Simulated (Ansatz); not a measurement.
**AlRu: from a trial structure to a relaxed crystal**

Computed with DFT r2SCAN, scalar-relativistic, plane waves, PAW in Ansatz. Cutoff 500 eV, Γ-centred k mesh, Gaussian smearing, no spin polarisation in the final step.

The start puts AlRu on the nickel arsenide structure type (P6_3/mmc, No. 194), with Al in place of Ni, Ru in place of As, at a guessed volume.

```
Al Ru
1.0
     3.45446    0.00000    0.00000
    -1.72723    2.99165    0.00000
     0.00000    0.00000    4.93494
Al Ru
2 2
Direct
  0.00000 0.00000 0.00000
  0.00000 0.00000 0.50000
  0.33333 0.66667 0.25000
  0.66667 0.33333 0.75000
```

Cell and atoms relax at zero pressure; the relaxation can't lower the symmetry of the start. After a coarse first stage the cell is made exact in the group found at 0.06 Å.

Energies over the elements count from the elements' standard structures at the same level, with no empirical corrections.

**Question.** Describe the relaxed structure.

**Answer.** It keeps P6_3/mmc (No. 194), but not the shape of the type it started on. Conventional cell: a = 2.857 Å, c = 7.847 Å. Around Al lie 6 Ru at 2.56 Å and 6 Al at 2.86 Å; Ru is coordinated by 6 Al at 2.56 Å and 6 Ru at 2.86 Å.

```
Al Ru
1.0
     2.85671    0.00000    0.00000
    -1.42835    2.47398    0.00000
     0.00000    0.00000    7.84684
Al Ru
2 2
Direct
  0.00000 0.00000 0.00000
  0.00000 0.00000 0.50000
  0.33333 0.66667 0.25000
  0.66667 0.33333 0.75000
```

**Question.** What are its volume, energy, density and gap?

**Answer.** The volume per atom is 13.86 Å³, the density is 7.67 g/cm³ and the energy over the elements is -0.40 eV/atom. The gap on the 18×18×6 mesh is 0 eV (a metal).

The final run used a 18×18×6 mesh on its 4-atom cell and 0.10 eV smearing. The k mesh leaves about 4 meV/atom of noise in metals. A structure relaxed within its symmetry needn't be a true minimum. The steps took of the order of 5 core-minutes in all.